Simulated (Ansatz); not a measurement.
**Ga under changes of volume**

One of the cells (18.543 Å³/atom); the others are scaled copies at fixed shape and fractional positions:

```
Ga
1.0
     1.38300   -4.02650    0.00000
     1.38300    4.02650    0.00000
    -0.11745    0.00000    3.32993
Ga
2
Direct
  0.13100 0.86900 0.75000
  0.86900 0.13100 0.25000
```

This isn't the form of Ga at room conditions, which is orthorhombic.

* Program: Ansatz 0.2.0
* Functional: HSE06
* Potentials or basis: Ansatz PAW
* Cutoff: 420 eV (not typed: the program's choice for these potentials)
* k mesh: 6 × 6 × 6
* Occupations: fermi-dirac, width 0.05 eV
* Spin: no spin polarisation

```tsv
volume (Å³/atom)	energy over the lowest point (meV/atom)	pressure (GPa)	largest force (eV/Å)
17.431	9.81	3.5	0.191
17.801	3.53	2.0	0.175
18.172	0.32	0.7	0.162
18.543	0.00	-0.4	0.153
18.914	?	?	?
19.285	7.00	-2.4	0.139
19.656	13.48	-3.1	0.135
```

**Question.** What does the run at 18.914 Å³/atom give?

**Answer.** Energy over the lowest point 2.34 meV/atom; pressure -1.5 GPa; largest force 0.145 eV/Å.

Worked out: A Birch-Murnaghan fit of order 3 (a polynomial in V^(-2/3)) to the other rows has its minimum at 18.39 Å³/atom with B0 = V·E''(V) = 57 GPa and B' = 4.9 at fixed shape and positions, which overstates the stiffness. It gives 2.36 meV/atom at 18.914 Å³/atom, against the run's 2.34, and -dE/dV = -1.5 GPa, against -1.5.

Energies are extrapolated to zero smearing.

Caveats: all runs use coarse meshes; the PAW data sets come from PBE, with cores solved anew for the run's functional, which leaves a small shift of forces and pressure; the thresholds are loose for stress.
